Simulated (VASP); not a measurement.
VASP 6.6.1 run: BeS

INCAR

```
LWAVE = .FALSE.
PREC = High
PSTRESS = 500
NBANDS = 11
EDIFFG = -5E-3
ENCUT = 600
ISIF = 3
NSW = 40
LREAL = .FALSE.
ISMEAR = -1
LCHARG = .FALSE.
GGA = CA
NELM = 120
LASPH = .TRUE.
EDIFF = 1E-7
SIGMA = 0.02
IBRION = 2
```

KPOINTS

```
KPOINTS created by Atomic Simulation Environment
0
Monkhorst-Pack
8 8 8
0 0 0
```

POSCAR

```
Be S
 1.0000000000000000
     0.0000000000000000    2.4380109254056528    2.4380109254056528
     2.4380109254056528    0.0000000000000000    2.4380109254056528
     2.4380109254056528    2.4380109254056528    0.0000000000000000
 Be  S
   1   1
Cartesian
  0.0000000000000000  0.0000000000000000  0.0000000000000000
  1.2190054627028266  1.2190054627028266  1.2190054627028266
```

The recommended LDA PAW datasets give the neutral cell 8 valence electrons.

Command

```
mpirun -np 1 vasp_std
```

Question: How does this run end, and what does it give?

Answer: It converged. Results: relaxed cell vector lengths 3.082, 3.082, 3.082 Å; relaxed cell volume 20.71 Å³.

OSZICAR

```
N       E                     dE             d eps       ncg     rms          rms(c)
DAV:   1     0.203647349664E+02    0.20365E+02   -0.41177E+03  1320   0.703E+02
DAV:   2    -0.101323155545E+02   -0.30497E+02   -0.29079E+02  1771   0.115E+02
DAV:   3    -0.113461737816E+02   -0.12139E+01   -0.12115E+01  1704   0.236E+01
DAV:   4    -0.113532174962E+02   -0.70437E-02   -0.70428E-02  1590   0.202E+00
DAV:   5    -0.113532733521E+02   -0.55856E-04   -0.55855E-04  1656   0.181E-01    0.558E+00
DAV:   6    -0.111859973259E+02    0.16728E+00   -0.13201E-01  1531   0.163E+00    0.369E+00
DAV:   7    -0.111229717419E+02    0.63026E-01   -0.13032E-01  1545   0.169E+00    0.830E-01
DAV:   8    -0.111226461159E+02    0.32563E-03   -0.63042E-03  1580   0.423E-01    0.157E-01
DAV:   9    -0.111226037184E+02    0.42398E-04   -0.29413E-04  1576   0.111E-01    0.494E-02
DAV:  10    -0.111226042964E+02   -0.57804E-06   -0.26968E-05  1580   0.242E-02    0.132E-02
...
   4 F= -.38199643E+01 E0= -.38199643E+01  d E =-.174210E+01
       N       E                     dE             d eps       ncg     rms          rms(c)
DAV:   1    -0.102888227716E+02    0.76482E-01   -0.74007E-02  1425   0.153E+00    0.613E-01
DAV:   2    -0.102856135692E+02    0.32092E-02   -0.63101E-03  1541   0.449E-01    0.246E-01
DAV:   3    -0.102850942440E+02    0.51933E-03   -0.21891E-03  1538   0.231E-01    0.158E-01
DAV:   4    -0.102850861336E+02    0.81104E-05   -0.24390E-05  1566   0.367E-02    0.132E-01
DAV:   5    -0.102850684285E+02    0.17705E-04   -0.22971E-05  1557   0.242E-02    0.129E-02
DAV:   6    -0.102850681789E+02    0.24964E-06   -0.67439E-07  1518   0.623E-03    0.752E-03
DAV:   7    -0.102850681385E+02    0.40415E-07   -0.55793E-08   851   0.151E-03
   5 F= -.38227039E+01 E0= -.38227039E+01  d E =-.174484E+01
```

```
ionic step  ΔH (meV/atom)  volume (Å³)  largest force (eV/Å)  pressure (GPa)  electronic steps
         1            0.0        28.98                 0.000           -4.54                12
         2         1469.3        12.82                 0.000          315.61                10
         3         -855.8        21.65                 0.000           38.97                 9
         4         -871.1        20.97                 0.000           46.70                 8
         5         -872.4        20.71                 0.000           50.03                 7
```

The shifted mesh misses Γ, so a band edge there is missed. The volume moved far on the plane waves of the start cell, so a restart from CONTCAR is due.

For comparison, a separate LDA relaxation on usual settings, not on those above, ends at 27.60 Å³.
